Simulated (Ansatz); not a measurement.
CoO, 2 atoms in the cell. The structure is trigonal, space group R-3m (No. 166). Conventional cell: a = 3.011 Å, b = 3.011 Å, c = 7.320 Å, α = 90.00°, β = 90.00°, γ = 120.00°. Co (site symmetry -3m) has 6 O at 2.12 Å as nearest neighbours. O (site symmetry -3m) has 6 Co at 2.12 Å as nearest neighbours. The cell is a database's computed one.

- Program: Ansatz 0.2.0
- Task: band structure
- Functional: BLYP
- Potentials or basis: Ansatz PAW
- Cutoff: 420 eV (not typed: the program's choice for these potentials)
- k mesh: 11 × 11 × 11
- Occupations: fermi-dirac, width 0.05 eV
- Spin: collinear spin, ferromagnetic start
- Starting moments: [2.0, 0.0] μB
- Path: [["G", "L", "B1"], ["B", "Z", "G", "X"], ["Q", "F", "P1", "Z"], ["L", "P"]]
- Points for each segment of the path: 14

Potentials or basis: Ansatz PAW.

Run with:

```console
$ ansatz run input.yaml --threads 2 --pin off --max-ram 5632MiB --backend cpu --events-out ev --progress --plain --runs-dir out
```

Hardware: 2 threads of Arm Neoverse V1 (shared host).

Task: How long does it take, and how much memory?

Result: Wall time 9.7 s on 2 threads of Arm Neoverse V1, on a shared host, peak memory 0.37 GiB. Counts: scf iterations 15, plane waves 339, k points 146, bands 18.
